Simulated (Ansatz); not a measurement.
Crystal: Si2Mo.

```
CELL_PARAMETERS angstrom
4.58547 0.00000 0.00000
-2.29274 3.97113 0.00000
0.00000 0.00000 6.57976
ATOMIC_POSITIONS crystal
Mo 0.50000 0.50000 0.83333
Mo 0.00000 0.50000 0.16667
Mo 0.50000 0.00000 0.50000
Si 0.16387 0.32775 0.50000
Si 0.67225 0.83613 0.16667
Si 0.83613 0.16387 0.83333
Si 0.83613 0.67225 0.50000
Si 0.32775 0.16387 0.16667
Si 0.16387 0.83613 0.83333
```

Measurements of this composition are mostly on another form, of space group No. 139.

| Quantity | Value |
| --- | --- |
| Program | Ansatz 0.2.0 |
| Task | relaxation of cell and atoms |
| Functional | PBEsol |
| Dispersion | D4 |
| Potentials or basis | Ansatz PAW |
| Cutoff | 420 eV (not typed: the program's choice for these potentials) |
| k mesh | 7 × 7 × 4 |
| Occupations | fermi-dirac, width 0.05 eV |
| Spin | no spin polarisation |

At the start: volume 13.31 Å³/atom.

**Question.** Where does the relaxation end?

**Answer.** It ends after 5 steps and the volume is 13.01 Å³/atom (-2.3 %); space group P6_222 (No. 180, to 0.05 Å).

The path:
```tsv
step	energy change (eV)	largest force (eV/Å)	volume (Å³)
1	0.0000	0.0428	119.81
2	-0.0410	0.0426	116.28
3	-0.0451	0.0047	117.12
4	-0.0451	0.0015	117.08
5	-0.0445	0.0015	117.08
```

Final structure:
```
Mo Si
1.0
     4.54835    0.00000    0.00000
    -2.27417    3.93898    0.00000
     0.00000    0.00000    6.53512
Mo Si
3 6
Direct
  0.50000 0.50000 0.83333
  0.00000 0.50000 0.16667
  0.50000 0.00000 0.50000
  0.16415 0.32831 0.50000
  0.67169 0.83585 0.16667
  0.83585 0.16415 0.83333
  0.83585 0.67169 0.50000
  0.32831 0.16415 0.16667
  0.16415 0.83585 0.83333
```

Caveat: the plane-wave basis is chosen anew once the cell has moved, so the energies of steps on either side of that aren't comparable; the PAW data sets come from PBE, with cores solved anew for the run's functional, which leaves a small shift of forces and pressure.
